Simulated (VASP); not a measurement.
# CoO (P-6m2) in VASP: settings compared

Aim: see how the results for CoO move with the level of theory and the settings. Levels: PBEsol, PBE, PBE+D2, PBE+D3. Tasks: atomic charges, electron localisation function, relaxation of cell and atoms.

All numbers are computed with VASP 6.6.1; they aren't measurements. Logs are shortened: lines on timing, memory, paths and dates and some standing lists are left out, and cuts for length are marked.

## Step 1: The structure

Symmetry: P-6m2, No. 187, hexagonal system. Conventional cell: a = 2.828 Å, b = 2.828 Å, c = 2.722 Å, α = 90.00°, β = 90.00°, γ = 120.00°. Co (site symmetry -6m2) has 6 O at 2.13 Å as nearest neighbours. O (site symmetry -6m2) is surrounded by 6 Co at 2.13 Å.

The cell was built by a generator and needn't be a form met in nature.

## Step 2: Atomic charges, PBEsol, collinear spin, ferromagnetic start

Contents of INCAR:

```
  PREC = Accurate
  ENCUT = 520
  EDIFF = 1E-6
  ISMEAR = 0
  SIGMA = 0.02
  LREAL = False
  LASPH = True
  NELM = 100
  ALGO = Normal
  ISIF = 2
  LWAVE = False
  LCHARG = False
  ISPIN = 2
  MAGMOM = 2 0
  LORBIT = 10
  LMAXMIX = 4
  GGA = PS
```

Contents of KPOINTS:

```
Automatic mesh
0
Gamma
  11 11 10
```

Contents of POSCAR:

```
CoO
1.0
    2.8284500000      0.0000000000      0.0000000000
   -1.4142300000      2.4495100000      0.0000000000
    0.0000000000      0.0000000000      2.7217200000
Co O
1 1
Direct
    0.0000000000      0.0000000000      0.5000000000
    0.6666700000      0.3333300000      0.0000000000
```

Potentials or basis: VASP PAW PBE potentials, release 64 (Co, O).

Started as:

```
cat potpaw_PBE.64/Co/POTCAR potpaw_PBE.64/O/POTCAR > POTCAR
mpirun -np 1 vasp_std > vasp.out
```

OUTCAR:

```text
PREC = Accurate
   ENCUT = 520
   EDIFF = 1E-6
   ISMEAR = 0
   LREAL = False
   LASPH = True
   NELM = 100
   ISIF = 2
   ISPIN = 2
   LORBIT = 10
   GGA = PS

 ion  position               nearest neighbor table
   1  0.000  0.000  0.500-   2 2.13   2 2.13   2 2.13   2 2.13   2 2.13   2 2.13
   2  0.667  0.333  0.000-   1 2.13   1 2.13   1 2.13   1 2.13   1 2.13   1 2.13

  LATTYP: Found a hexagonal cell.
 ALAT       =     2.8284500000
 C/A-ratio  =     0.9622655518

  Lattice vectors:

 A1 = (   2.8284500000,   0.0000000000,   0.0000000000)
 A2 = (  -1.4142300000,   2.4495100000,   0.0000000000)
 A3 = (   0.0000000000,   0.0000000000,   2.7217200000)

Analysis of symmetry for initial positions (statically):
=====================================================================
 Subroutine PRICEL returns:
 Original cell was already a primitive cell.

 Routine SETGRP: Setting up the symmetry group for a
 hexagonal supercell.

 Subroutine GETGRP returns: Found  4 space group operations
 (whereof  4 operations were pure point group operations)
 out of a pool of 24 trial point group operations.

The static configuration has the point symmetry C_2v.

Analysis of symmetry for dynamics (positions and initial velocities):
=====================================================================
 Subroutine PRICEL returns:
 Original cell was already a primitive cell.

 Routine SETGRP: Setting up the symmetry group for a
 hexagonal supercell.

 Subroutine GETGRP returns: Found  4 space group operations
 (whereof  4 operations were pure point group operations)
 out of a pool of 24 trial point group operations.

The dynamic configuration has the point symmetry C_2v.

Analysis of structural, dynamic, and magnetic symmetry:
=====================================================================
 Subroutine PRICEL returns:
 Original cell was already a primitive cell.

 Routine SETGRP: Setting up the symmetry group for a
 hexagonal supercell.

 Subroutine GETGRP returns: Found  4 space group operations
 (whereof  4 operations were pure point group operations)
 out of a pool of 24 trial point group operations.

The overall configuration has the point symmetry C_2v.

 Subroutine INISYM returns: Found  4 space group operations
 (whereof  4 operations are pure point group operations),
 and found     1 'primitive' translations

----------------------------------------------------------------------------------------

                                     Primitive cell

  volume of cell :      18.8569

  direct lattice vectors                    reciprocal lattice vectors
     2.828450000  0.000000000  0.000000000     0.353550531  0.204123179  0.000000000
    -1.414230000  2.449510000  0.000000000     0.000000000  0.408244914  0.000000000
     0.000000000  0.000000000  2.721720000     0.000000000  0.000000000  0.367414723

  length of vectors
     2.828450000  2.828452887  2.721720000     0.408245331  0.408244914  0.367414723

  position of ions in fractional coordinates (direct lattice)
     0.000000000  0.000000000  0.500000000
     0.666670000  0.333330000  0.000000000

  ion indices of the primitive-cell ions
   primitive index   ion index
                 1           1
                 2           2

----------------------------------------------------------------------------------------

 KPOINTS: Automatic mesh

Automatic generation of k-mesh.
 Grid dimensions read from file:
 generate k-points for:   11   11   10

 Generating k-lattice:

  Cartesian coordinates                     Fractional coordinates (reciprocal lattice)
     0.032140957  0.018556653  0.000000000     0.090909091  0.000000000  0.000000000
     0.000000000  0.037113174  0.000000000     0.000000000  0.090909091  0.000000000
     0.000000000  0.000000000  0.036741472     0.000000000  0.000000000  0.100000000

  Length of vectors
     0.037113212  0.037113174  0.036741472

  Shift w.r.t. Gamma in fractional coordinates (k-lattice)
     0.000000000  0.000000000  0.000000000

 Subroutine IBZKPT returns following result:
 ===========================================

 Found    216 irreducible k-points:

 Following reciprocal coordinates:
            Coordinates               Weight
  0.000000  0.000000  0.000000      1.000000
  0.090909  0.000000  0.000000      4.000000
 -0.090909  0.090909  0.000000      2.000000
  0.181818  0.000000  0.000000      4.000000
 -0.181818  0.181818  0.000000      2.000000
  0.272727  0.000000  0.000000      4.000000
[... 16 lines left out ...]
  0.454545  0.090909  0.000000      4.000000
  0.454545  0.454545  0.000000      2.000000
 [... further k-points ...]
   k-points           NKPTS =    216   k-points in BZ     NKDIM =    216   number of bands    NBANDS=     12
   number of dos      NEDOS =    301   number of ions     NIONS =      2
   total plane-waves  NPLWV =  11520
   dimension x,y,z NGX =    24 NGY =   24 NGZ =   20
   dimension x,y,z NGXF=    48 NGYF=   48 NGZF=   40
   ions per type =               1   1
   NGX,Y,Z   is equivalent  to a cutoff of  14.11, 14.11, 12.22 a.u.
   NGXF,Y,Z  is equivalent  to a cutoff of  28.21, 28.21, 24.43 a.u.
 SYSTEM =  unknown system
   PREC   = accura    normal or accurate (medium, high low for compatibility)
   ISTART =      0    job   : 0-new  1-cont  2-samecut
   ICHARG =      2    charge: 1-file 2-atom 10-const
   ISPIN  =      2    spin polarized calculation?
   LNONCOLLINEAR =      F non collinear calculations
   LSORBIT =      F    spin-orbit coupling
   LASPH  =      T    aspherical Exc in radial PAW
   ENCUT  =  520.0 eV  38.22 Ry    6.18 a.u.   5.26  5.26  5.06*2*pi/ulx,y,z
   NELM   =    100;   NELMIN=  2; NELMDL= -5     # of ELM steps
   EDIFF  = 0.1E-05   stopping-criterion for ELM
   LREAL  =      F    real-space projection
   EDIFFG = 0.1E-04   stopping-criterion for IOM
   NSW    =      0    number of steps for IOM
   IBRION =     -1    ionic relax: 0-MD 1-quasi-New 2-CG
   NFREE  =      0    steps in history (QN), initial steepest desc. (CG)
   ISIF   =      2    stress and relaxation
   ISYM   =      2    0-nonsym 1-usesym 2-fastsym
   POTIM  = 0.5000    time-step for ionic-motion
   TEBEG  =    0.0;   TEEND  =   0.0 temperature during run
   PSTRESS=    0.0 pullay stress
   NELECT =      15.0000    total number of electrons
   NUPDOWN=      -1.0000    fix difference up-down
   EMIN   =  10.00;   EMAX   =-10.00  energy-range for DOS
   EFERMI =   0.00;   METHOD = LEGACY
   ISMEAR =     0;   SIGMA  =   0.02  broadening in eV -4-tet -1-fermi 0-gaus
   EFERMI_NEDOS =   21; number of points for ismear=-14 and -15
   IALGO  =     38    algorithm
   IMIX   =      4    mixing-type and parameters
     AMIX     =   0.40;   BMIX     =  1.00
     AMIX_MAG =   1.60;   BMIX_MAG =  1.00
  volume/ion in A,a.u.               =       9.43        63.63
  Fermi-wavevector in a.u.,A,eV,Ry     =   1.516869  2.866468 31.305547  2.300893
  Thomas-Fermi vector in A             =   2.626201
   LORBIT       =     10    0 simple, 1 ext, 2 COOP (PROOUT), +10 PAW based schemes
   GGA     = PS    functional components
   LHFCALC =     F    Hartree Fock is set to
   AEXX    =    0.0000 exact exchange contribution
   IVDW    =     0    specifies the selected vdW correction
   LEPSILON=     F    determine dielectric tensor
   LRPA    =     F    only Hartree local field effects (RPA)
 spin polarized calculation
 Gauss-broadening in eV      SIGMA  =   0.02
  energy-cutoff  :      520.00
  volume of cell :       18.86
 maximum number of plane-waves:       516
 NGX is ok and might be reduce to    24
   NGX = 11   NGY = 11   NGZ = 11

 number of electron      15.0000001 magnetization       2.9996592

 Free energy of the ion-electron system (eV)
  ---------------------------------------------------
  ext. energy  EPLUGINS =         0.00000000
  ---------------------------------------------------
  free energy    TOTEN  =       -13.90026205 eV

  energy without entropy =      -13.89954478  energy(sigma->0) =      -13.89990341

 E-fermi :   8.1114     XC(G=0): -12.8227

 val. band max:        8.1103759722   @ k =  -0.0909   0.4545   0.0000
 cond. band min:       8.1171052759   @ k =   0.4545   0.0000   0.1000
 fundamental gap:      0.0067293036
 Fermi energy:         8.1114127912

 spin component 1

 k-point     1 :       0.0000    0.0000    0.0000
  band No.  band energies     occupation
      1     -12.4460      1.00000
      2       3.0589      1.00000
      3       3.0589      1.00000
      4       3.5993      1.00000
      5       4.3358      1.00000
      6       5.2673      1.00000
      7       5.2673      1.00000
      8       7.0531      1.00000
      9       7.0531      1.00000
     10       8.6865      0.00000
     11      22.5354      0.00000
     12      24.0617      0.00000
[... 331 lines left out ...]
 k-point    24 :       0.4545    0.4545    0.0000
  band No.  band energies     occupation
      1     -11.1878      1.00000
      2      -0.0666      1.00000
      3       2.7235      1.00000
      4       3.2953      1.00000
      5       4.3090      1.00000
      6       5.0701      1.00000
      7       5.8909      1.00000
      8       5.9465      1.00000
      9       7.5351      1.00000
     10      13.9049      0.00000
     11      16.7071      0.00000
     12      21.9324      0.00000

 [... further k-points ...]

 spin component 2

 k-point     1 :       0.0000    0.0000    0.0000
  band No.  band energies     occupation
      1     -11.7659      1.00000
      2       4.3825      1.00000
      3       4.3825      1.00000
      4       5.0657      1.00000
      5       5.5121      1.00000
      6       8.2232      0.00000
      7       8.2232      0.00000
      8       8.9279      0.00000
      9       8.9279      0.00000
     10       9.3214      0.00000
     11      23.0241      0.00000
     12      24.6208      0.00000
[... 331 lines left out ...]
 k-point    24 :       0.4545    0.4545    0.0000
  band No.  band energies     occupation
      1     -10.4337      1.00000
      2       0.5852      1.00000
      3       4.1769      1.00000
      4       4.2444      1.00000
      5       6.1789      1.00000
      6       7.9584      1.00000
      7       8.2543      0.00000
      8       8.3435      0.00000
      9       9.7649      0.00000
     10      14.4182      0.00000
     11      17.6375      0.00000
     12      22.5582      0.00000

 [... further k-points ...]
[... 5 lines left out ...]
  --------------------------------------------------------------------------------------
  -------------------------------------------------------------------------------------
  Total       -1.1968517     -1.1968528     -1.3790064      0.0000019      0.0000000      0.0000000
  in kB     -101.6903545   -101.6904489   -117.1671045      0.0001580      0.0000000      0.0000000
  external PRESSURE =    -106.8493026 kB  Pullay stress =       0.0000000 kB

 VOLUME and BASIS-vectors are now :
 -----------------------------------------------------------------------------
  energy-cutoff  :      520.00
  volume of cell :       18.86
      direct lattice vectors                 reciprocal lattice vectors
     2.828450000  0.000000000  0.000000000     0.353550531  0.204123179  0.000000000
    -1.414230000  2.449510000  0.000000000     0.000000000  0.408244914  0.000000000
     0.000000000  0.000000000  2.721720000     0.000000000  0.000000000  0.367414723

 POSITION                                       TOTAL-FORCE (eV/Angst)
 -----------------------------------------------------------------------------------
      0.00000      0.00000      1.36086         0.000036     -0.000021      0.000000
      1.41424      0.81650      0.00000        -0.000036      0.000021      0.000000
 -----------------------------------------------------------------------------------
    total drift:                                0.000012      0.000025      0.000000

  FREE ENERGIE OF THE ION-ELECTRON SYSTEM (eV)
  ---------------------------------------------------
  free  energy   TOTEN  =       -13.9002620453 eV

  energy  without entropy=      -13.8995447818  energy(sigma->0) =      -13.89990341

 total charge

# of ion       s       p       d       tot
------------------------------------------
    1        0.312   0.399   7.151   7.862
    2        1.558   3.376   0.000   4.934
--------------------------------------------------
tot          1.870   3.775   7.151  12.796

 magnetization (x)

# of ion       s       p       d       tot
------------------------------------------
    1        0.005   0.006   2.520   2.532
    2        0.027   0.395   0.000   0.421
--------------------------------------------------
tot          0.032   0.401   2.520   2.953
```

It took 57 s on 1 thread of Intel Xeon Platinum 8375C at 2.90GHz (Ice Lake), shared host; peak memory 0.21 GiB.

Results:

- Free energy: -13.9003 eV
- Pressure: -10.7 GPa
- Band gap on the k mesh: none (metal or under the smearing width)
- Net moment: 3.00 μB per cell
- Site moments: Co +2.53; O +0.42 μB
- Valence electrons inside the program's atomic spheres: Co 7.86; O 4.93

Stress tensor (GPa, compression positive):
```
-10.17   0.00   0.00
  0.00 -10.17   0.00
  0.00   0.00 -11.72
```

Caveat: the PAW data sets were made with another functional, which shifts forces and pressure a little; a cell with one magnetic atom can't hold antiferromagnetic order, which such compounds often take; semilocal functionals often make such compounds metallic where correlation or magnetic order opens a gap, which also shifts bond lengths.

## Step 3: Electron localisation function, PBEsol, collinear spin, ferromagnetic start

Contents of INCAR:

```
ALGO     = Normal         # electronic algorithm
EDIFF    = 1E-7           # SCF threshold, eV
ENCUT    = 520            # plane-wave cutoff, eV
GGA      = PS             # functional
ISIF     = 2              # what is computed and relaxed
ISMEAR   = 0              # smearing method
ISPIN    = 2              # spin polarisation
LASPH    = True           # aspherical terms in the spheres
LCHARG   = True           # write CHGCAR
LELF     = True           # ELF
LMAXMIX  = 4              # l up to which the mixer works
LORBIT   = 11             # projections on sites
LREAL    = False          # projectors in reciprocal space
LWAVE    = False          # write WAVECAR
MAGMOM   = 2 0            # initial moments
NELM     = 100            # most SCF steps
PREC     = Accurate       # precision mode
SIGMA    = 0.02           # smearing width, eV
```

Contents of KPOINTS:

```
k-points
0
Gamma
  11 11 10
```

POSCAR is that of step 2.

Potentials or basis: VASP PAW PBE potentials, release 64 (Co, O).

Started as:

```
cat potpaw_PBE.64/Co/POTCAR potpaw_PBE.64/O/POTCAR > POTCAR
mpirun -np 1 vasp_std > vasp.out
```

OUTCAR:

```text
EDIFF = 1E-7
   ENCUT = 520
   GGA = PS
   ISIF = 2
   ISMEAR = 0
   ISPIN = 2
   LASPH = True
   LORBIT = 11
   LREAL = False
   NELM = 100
   PREC = Accurate

 ion  position               nearest neighbor table
   1  0.000  0.000  0.500-   2 2.13   2 2.13   2 2.13   2 2.13   2 2.13   2 2.13
   2  0.667  0.333  0.000-   1 2.13   1 2.13   1 2.13   1 2.13   1 2.13   1 2.13

  LATTYP: Found a hexagonal cell.
 ALAT       =     2.8284500000
 C/A-ratio  =     0.9622655518

  Lattice vectors:

 A1 = (   2.8284500000,   0.0000000000,   0.0000000000)
 A2 = (  -1.4142300000,   2.4495100000,   0.0000000000)
 A3 = (   0.0000000000,   0.0000000000,   2.7217200000)

Analysis of symmetry for initial positions (statically):
=====================================================================
 Subroutine PRICEL returns:
 Original cell was already a primitive cell.

 Routine SETGRP: Setting up the symmetry group for a
 hexagonal supercell.

 Subroutine GETGRP returns: Found  4 space group operations
 (whereof  4 operations were pure point group operations)
[... 902 lines left out ...]
      3       4.1772      1.00000
      4       4.2449      1.00000
      5       6.1785      1.00000
      6       7.9577      1.00000
      7       8.2538      0.00000
      8       8.3428      0.00000
      9       9.7647      0.00000
     10      14.4182      0.00000
     11      17.6378      0.00000
     12      22.5581      0.00000

 [... further k-points ...]
[... 5 lines left out ...]
  --------------------------------------------------------------------------------------
  -------------------------------------------------------------------------------------
  Total       -1.1824395     -1.1824364     -1.3644804      0.0000055      0.0000000      0.0000000
  in kB     -100.4658205   -100.4655567   -115.9329005      0.0004652      0.0000000      0.0000000
  external PRESSURE =    -105.6214259 kB  Pullay stress =       0.0000000 kB

 VOLUME and BASIS-vectors are now :
 -----------------------------------------------------------------------------
  energy-cutoff  :      520.00
  volume of cell :       18.86
      direct lattice vectors                 reciprocal lattice vectors
     2.828450000  0.000000000  0.000000000     0.353550531  0.204123179  0.000000000
    -1.414230000  2.449510000  0.000000000     0.000000000  0.408244914  0.000000000
     0.000000000  0.000000000  2.721720000     0.000000000  0.000000000  0.367414723

 POSITION                                       TOTAL-FORCE (eV/Angst)
 -----------------------------------------------------------------------------------
      0.00000      0.00000      1.36086         0.000037     -0.000021      0.000000
      1.41424      0.81650      0.00000        -0.000037      0.000021      0.000000
 -----------------------------------------------------------------------------------
    total drift:                                0.000013      0.000024      0.000000

  FREE ENERGIE OF THE ION-ELECTRON SYSTEM (eV)
  ---------------------------------------------------
  free  energy   TOTEN  =       -13.9002617786 eV

  energy  without entropy=      -13.8995447570  energy(sigma->0) =      -13.89990327

 total charge

# of ion       s       p       d       tot
------------------------------------------
    1        0.312   0.399   7.152   7.862
    2        1.558   3.376   0.000   4.934
--------------------------------------------------
tot          1.870   3.774   7.152  12.796

 magnetization (x)

# of ion       s       p       d       tot
------------------------------------------
    1        0.005   0.006   2.520   2.531
    2        0.027   0.395   0.000   0.422
--------------------------------------------------
tot          0.032   0.401   2.520   2.953
```

Wall time 63 s (1 thread of Intel Xeon Platinum 8375C at 2.90GHz (Ice Lake), shared host); peak memory 0.21 GiB.

Results:

| Quantity | Value |
| --- | --- |
| Free energy | -13.9003 eV |
| Pressure | -10.6 GPa |
| Band gap on the k mesh | none (metal or under the smearing width) |
| Net moment | 3.00 μB per cell |
| Site moments | Co +2.53; O +0.42 μB |
| Valence electrons inside the program's atomic spheres | Co 7.86; O 4.93 |

Caveat: the PAW data sets were made with another functional, which shifts forces and pressure a little; a cell with one magnetic atom can't hold antiferromagnetic order, which such compounds often take; semilocal functionals often make such compounds metallic where correlation or magnetic order opens a gap, which also shifts bond lengths. With open d or f shells a metallic result of PBEsol can be an artefact of self-interaction; +U or a hybrid may open a gap.

[end of part 1 of 2]
